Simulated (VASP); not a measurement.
# LiCl in VASP 6.6.1, single-point calculation

INCAR

```
ENCUT = 520
LREAL = .FALSE.
LWAVE = .FALSE.
NSW = 0
IBRION = -1
NELECT = 20.1
EDIFF = 1E-7
LCHARG = .FALSE.
SIGMA = 0.02
LASPH = .TRUE.
ISIF = 2
NELM = 120
PREC = Accurate
GGA = PE
NBANDS = 18
ISMEAR = -1
```

KPOINTS

```
KPOINTS created by Atomic Simulation Environment
0
Gamma
3 3 1
0 0 0
```

POSCAR

```
Li Cl
 1.0000000000000000
     3.8552422432764977    0.0000000000288675    0.0000000000000000
    -1.9276211216632488    3.3387377204059203    0.0000000000000000
     0.0000000000000000    0.0000000000000000    6.2889062287000002
 Li  Cl
   2   2
Cartesian
 -0.0000000000166668  2.2258251469469021 -0.0057530420382375
  1.9276211216299148  1.1129125734878849  3.1387000723117624
 -0.0000000000166668  2.2258251469469021  2.3640928778007368
  1.9276211216299148  1.1129125734878849  5.5085459921507374
```

The recommended PBE PAW datasets give the neutral cell 20 valence electrons.

Command

```
mpirun -np 1 vasp_std
```

Task: How does this run end, and what does it give?

Result: It converged. Results: pressure 2.8 GPa; largest force 0.05 eV/Å.

OSZICAR

```
N       E                     dE             d eps       ncg     rms          rms(c)
DAV:   1     0.143842083643E+03    0.14384E+03   -0.86419E+03   108   0.105E+03
DAV:   2     0.136973137899E+01   -0.14247E+03   -0.13701E+03   138   0.255E+02
DAV:   3    -0.140100425844E+02   -0.15380E+02   -0.15319E+02   184   0.718E+01
DAV:   4    -0.146250166618E+02   -0.61497E+00   -0.61366E+00   182   0.144E+01
DAV:   5    -0.146553826696E+02   -0.30366E-01   -0.30362E-01   174   0.267E+00    0.410E+00
DAV:   6    -0.143588826031E+02    0.29650E+00   -0.47539E-01   138   0.324E+00    0.280E+00
DAV:   7    -0.143574603950E+02    0.14222E-02   -0.14478E-01   142   0.178E+00    0.157E+00
DAV:   8    -0.143746791886E+02   -0.17219E-01   -0.26857E-02   122   0.103E+00    0.369E-01
DAV:   9    -0.143744444172E+02    0.23477E-03   -0.82995E-04   152   0.199E-01    0.116E-01
DAV:  10    -0.143752434552E+02   -0.79904E-03   -0.72315E-04   122   0.149E-01    0.671E-02
DAV:  11    -0.143753116624E+02   -0.68207E-04   -0.75360E-05   148   0.553E-02    0.149E-02
DAV:  12    -0.143753158919E+02   -0.42294E-05   -0.33262E-06   144   0.121E-02    0.615E-03
DAV:  13    -0.143753219591E+02   -0.60672E-05   -0.56141E-06   124   0.121E-02    0.247E-03
DAV:  14    -0.143753221265E+02   -0.16741E-06   -0.29650E-07   146   0.322E-03    0.118E-03
DAV:  15    -0.143753220664E+02    0.60088E-07   -0.40136E-08   106   0.130E-03
   1 F= -.14375322E+02 E0= -.14373793E+02  d E =-.305839E-02
```

The cell is charged and sits in a uniform background.

For comparison, a separate PBE run of the intended cell, on usual settings and not on those above, gives a gap of 6.11 eV on its mesh and a pressure of 0.9 GPa.
